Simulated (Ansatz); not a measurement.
Runs of Ansatz 0.2.0 on SnO. It takes space group P4/nmm (No. 129, tetragonal). Conventional cell: a = 3.814 Å, b = 3.814 Å, c = 4.887 Å, α = 90.00°, β = 90.00°, γ = 90.00°. Sn (site symmetry 4mm) has 4 O at 2.23 Å as nearest neighbours. O (site symmetry -4m2) has 4 Sn at 2.23 Å as nearest neighbours. The cell is a database's computed one.

| task | level | cell | k mesh | cutoff (eV) | smearing | points for each segment of the path | mesh quality | gap on the mesh (eV) | pressure (GPa) | relaxed volume (Å³/atom) |
| --- | --- | --- | --- | --- | --- | --- | --- | --- | --- | --- |
| relaxation of cell and atoms | HSE03 | relaxed | 4 × 4 × 3 | 420 | fermi-dirac 0.05 eV | - | coarse | (a) | 0.0 | 18.20 |
| relaxation of cell and atoms | PBEsol | relaxed | 7 × 7 × 6 | 420 | fermi-dirac 0.05 eV | - | not flagged | 0.15 | 0.0 | 17.21 |
| band structure | r2SCAN | as given | 7 × 7 × 6 | 500 | fermi-dirac 0.05 eV | 14 | not flagged | 0.50 | -0.5 | - |
| phonons | LDA | as given | 6 × 6 × 5 | 420 | fixed | - | not flagged | (b) | - | - |
| relaxation of cell and atoms | RPBE+D4 | relaxed | 7 × 7 × 6 | 420 | fermi-dirac 0.05 eV | - | not flagged | - | 0.0 | 17.25 |

Alike in all rows: potentials or basis Ansatz PAW; no spin polarisation.

Problem. Fill in the values left out.

Solution. (a) 0.64; (b) 0.22.

Caveats: some runs use coarse meshes; the PAW data sets come from PBE, with cores solved anew for the run's functional, which leaves a small shift of forces and pressure; spin-orbit coupling is left out, which moves the levels of the heavy elements (some runs); odd divisions of the mesh miss points on the zone boundary, where band edges often lie, so the gap on the mesh can be too wide (some runs); the plane-wave basis is chosen anew once the cell has moved, so the energies of steps on either side of that aren't comparable (some runs); the k mesh misses the band edges, so the gap on the mesh is wider than the one along the path (some runs); the gap is small at this level, which inflates the dielectric constant (some runs).

A k mesh can miss the band edges, and the runs leave out spin-orbit coupling on Sn.

Runs at the PBE level aren't shown here.
